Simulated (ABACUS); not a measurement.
YN:

```
CELL_PARAMETERS angstrom
0.00000 2.43850 2.43850
2.43850 0.00000 2.43850
2.43850 2.43850 0.00000
ATOMIC_POSITIONS crystal
Y 0.00000 0.00000 0.00000
N 0.50000 0.50000 0.50000
```

Base run:

- Program: ABACUS 3.10.1
- Functional: PBE
- Potentials or basis: PseudoDojo NC SR 0.4.1 PBE standard
- Cutoff: 1143 eV
- Density cutoff: 4572 eV
- Basis: plane waves
- k mesh: 9 × 9 × 9
- Occupations: fermi-dirac, width 0.05 eV
- Spin: no spin polarisation

Its results: band gap on the k mesh none (metal or under the smearing width); pressure 2.9 GPa.

The run is repeated on the same cell with these changes: cutoff from 1143 eV to 1361 eV; density cutoff from 4572 eV to 5442 eV; basis from plane waves to DZP LCAO (the cutoffs set its grid). What comes out?

Band gap on the k mesh 0.23 eV, indirect (least direct gap 0.63 eV); pressure 3.4 GPa.

Caveats: the atomic orbitals were generated for these runs and aren't a published set (some runs); an odd mesh through Γ misses points on the zone boundary, where band edges often lie (some runs); the basis of atomic orbitals isn't converged, which shifts pressures, moduli and gaps (some runs).

Not every run made on this cell is shown here.
